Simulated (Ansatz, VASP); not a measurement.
Two plane-wave programs on ZrC

INCAR

```
PREC     = Accurate       # precision mode
ENCUT    = 520            # plane-wave cutoff, eV
EDIFF    = 1E-7           # SCF threshold, eV
ISMEAR   = 0              # smearing method
SIGMA    = 0.15           # smearing width, eV
LREAL    = F              # projectors in reciprocal space
LASPH    = T              # aspherical terms in the spheres
NELM     = 60             # most SCF steps
ALGO     = Normal         # electronic algorithm
ISIF     = 2              # what is computed and relaxed
LWAVE    = F              # write WAVECAR
LCHARG   = F              # write CHGCAR
GGA      = PS             # functional
NBANDS   = 15             # bands
```

The input KPOINTS:

```
Automatic mesh
0
Gamma
  18 18 18
```

File POSCAR:

```
ZrC
1.0
    0.0000000000      2.3149568500      2.3149568500
    2.3149568500      0.0000000000      2.3149568500
    2.3149568500      2.3149568500      0.0000000000
Zr C
1 1
Direct
    0.5000000000      0.5000000000      0.5000000000
    0.0000000000      0.0000000000      0.0000000000
```

Input for Ansatz:

```yaml
crystal:
  lattice:
    - [0.0, 2.31495685, 2.31495685]
    - [2.31495685, 0.0, 2.31495685]
    - [2.31495685, 2.31495685, 0.0]
  atoms:
    - { symbol: Zr, position: [0.5, 0.5, 0.5] }
    - { symbol: C, position: [0.0, 0.0, 0.0] }
basis:
  ecutwfc: 420
kpoints:
  mp_grid: { grid: [18, 18, 18] }
hamiltonian:
  xc: pbesol
scf:
  occupations: { method: gaussian, width: 0.15 }
output:
  forces: true
  stress: true
  eigenvalues: true
```

Change from the starting cell: strain -0.015 along x and y, -0.015 along z, atoms carried along.

Alike in both runs: task single point; functional PBEsol; k mesh 18 × 18 × 18; occupations gaussian, width 0.15 eV; no spin polarisation.

|  | VASP | Ansatz |
| --- | --- | --- |
| version | VASP 6.6.1 | Ansatz 0.2.0 |
| potentials or method | VASP PAW PBE potentials, release 64 (Zr_sv, C) | scalar-relativistic, plane waves, PAW |
| plane-wave cutoff (eV) | 520 | 420 |
| valence electrons in the cell | 16 | 16 |

VASP gave:

- gap on the k mesh at the Fermi level (eV): none
- pressure (GPa): 6.7

**Question.** Estimate Ansatz's values.

**Answer.** gap on the k mesh at the Fermi level (eV): none; pressure (GPa): 6.3.

A gap of «none» marks a metal or a gap that the smearing closes.

Caveats: the PAW data sets were made with another functional, which shifts forces and pressure a little (VASP).
